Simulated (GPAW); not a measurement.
Runs of GPAW 26.7.0 on MoS2. The structure is hexagonal, space group P6_3/mmc (No. 194). Conventional cell: a = 3.169 Å, b = 3.169 Å, c = 12.324 Å, α = 90.00°, β = 90.00°, γ = 120.00°. Mo (site symmetry -6m2) is surrounded by 6 S at 2.41 Å. S (site symmetry 3m) is surrounded by 3 Mo at 2.41 Å. 

```csv
task,level,potentials or basis,U,k mesh,cutoff (eV),smearing,maxiter,band path,band points,response ecut,response k mesh,gap on the mesh (eV),pressure (GPa),largest force (eV/Å)
band structure,r2SCAN,"GPAW PAW data sets (gpaw-data 1.2.1), pw",-,6 × 6 × 2,600,fermi-dirac 0.05 eV,150,"GMKGALHA,LM,KH",60,-,-,(a),0.8,0.23
dielectric tensor,LDA,"the program's PAW data sets (release 1.2.1) made for this functional, pw",-,8 × 8 × 2,450,fermi-dirac 0.001 eV,150,-,-,80 eV,17 × 17 × 4,0.90,-,-
optical spectrum,LDA,"the program's PAW data sets (release 1.2.1) made for this functional, pw",-,8 × 8 × 2,450,fermi-dirac 0.001 eV,150,-,-,50 eV,12 × 12 × 3,0.90,-,-
dielectric tensor,PBE+U,"GPAW PAW data sets (gpaw-data 1.2.1), pw",Mo d U = 2.0 eV,8 × 8 × 2,450,fermi-dirac 0.001 eV,150,-,-,80 eV,12 × 12 × 3,1.01,-,-
single point,LDA,"the program's PAW data sets (release 1.2.1) made for this functional, pw",-,8 × 8 × 2,450,fermi-dirac 0.05 eV,120,-,-,-,-,0.90,(b),0.53
single point,PBE,"GPAW PAW data sets (gpaw-data 1.2.1), pw",-,8 × 8 × 2,450,fermi-dirac 0.05 eV,120,-,-,-,-,0.97,1.8,0.06
dielectric tensor,PBE+U,"GPAW PAW data sets (gpaw-data 1.2.1), pw",Mo d U = 6.0 eV,8 × 8 × 2,450,fermi-dirac 0.001 eV,150,-,-,80 eV,12 × 12 × 3,0.93,-,-
dielectric tensor,PBE,"GPAW PAW data sets (gpaw-data 1.2.1), pw",-,8 × 8 × 2,450,fermi-dirac 0.001 eV,150,-,-,80 eV,12 × 12 × 3,0.97,-,-
dielectric tensor,PBE+U,"GPAW PAW data sets (gpaw-data 1.2.1), pw",Mo d U = 4.0 eV,8 × 8 × 2,450,fermi-dirac 0.001 eV,150,-,-,80 eV,12 × 12 × 3,1.11,-,-
```

Alike in all rows: no spin polarisation; cell as given.

Estimate the missing entries.

(a) 0.99; (b) -6.3.

Caveats: the long-wavelength limit can be off by several per cent where d states take part (some runs); an odd mesh through Γ misses points on the zone boundary, where band edges often lie (some runs); this functional lacks dispersion, which binds the layers, so the pressure and a relaxed spacing across them are unreliable (some runs); response on these states lacks terms of the Hamiltonian (some runs); the cutoff is short for stress and forces, so pressures can be off by a GPa or more (some runs); the PAW data sets were made with another functional, which shifts forces and pressure a little (some runs); independent-particle spectra lack excitons (some runs).

A k mesh can miss the band edges, and the runs leave out spin-orbit coupling on Mo.
